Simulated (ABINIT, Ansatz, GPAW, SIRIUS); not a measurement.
**One calculation of Al, 4 ways**

```
Al
1.0
     2.81246    0.00000    0.00000
    -1.40623    2.43566    0.00000
     0.00000    0.00000    4.86685
Al
2
Direct
  0.33333 0.66667 0.25000
  0.66667 0.33333 0.75000
```

This isn't the form of Al at room conditions, which is fcc.

Alike in all runs: task single point; functional PBEsol; k mesh 11 × 11 × 6; occupations fermi-dirac, width 0.05 eV; no spin polarisation; no spin-orbit coupling. Pressure is positive in compression and, in plane waves, holds the error of the finite cutoff.

```json
{"program and potentials": "ABINIT, PseudoDojo NC SR PBEsol v0.4.1 standard", "plane-wave cutoff (eV)": "544", "notes": "-", "pressure (GPa)": "-1.46"}
{"program and potentials": "GPAW, PAW data sets generated for this functional", "plane-wave cutoff (eV)": "600", "notes": "-", "pressure (GPa)": "-1.18"}
{"program and potentials": "SIRIUS, PseudoDojo 0.4.1 PBEsol standard (scalar relativistic)", "plane-wave cutoff (eV)": "557", "notes": "-", "pressure (GPa)": "-1.46"}
{"program and potentials": "Ansatz, all-electron LAPW, scalar-relativistic", "plane-wave cutoff (eV)": "-", "notes": "-", "pressure (GPa)": "-1.32"}
```

The pressure spans -1.46 (ABINIT, PseudoDojo NC SR PBEsol v0.4.1 standard) to -1.18 GPa (GPAW, PAW data sets generated for this functional), with all-electron results at -1.32.

Differences between rows come from potentials, basis sets and numerical settings, since the functional is the same but for its coding. Runs on potential files found faulty are left out.

All four calculations put this hexagonal close-packed Al cell under slight tension, so at fixed shape it would lower its energy by contracting. In a nearly free-electron sp metal, the equilibrium volume balances the kinetic pressure of the electron gas against the cohesive pull of exchange, correlation and the ion-electron attraction. The negative sign means that the pull prevails here, as expected for a cell somewhat larger than the functional prefers. The geometry may therefore come from a functional that binds less tightly.

The two PseudoDojo runs agree at -1.46 GPa despite different programs and cutoffs, which suggests that the potential matters more than the code for their offset from the all-electron value. That value lies midway between them and the GPAW result, so the sign of the pressure is secure but its exact size is less so.

The axial ratio is clearly above the ideal for close-packed spheres, and a single pressure can't show whether the tension acts mainly along the c axis or within the layers.
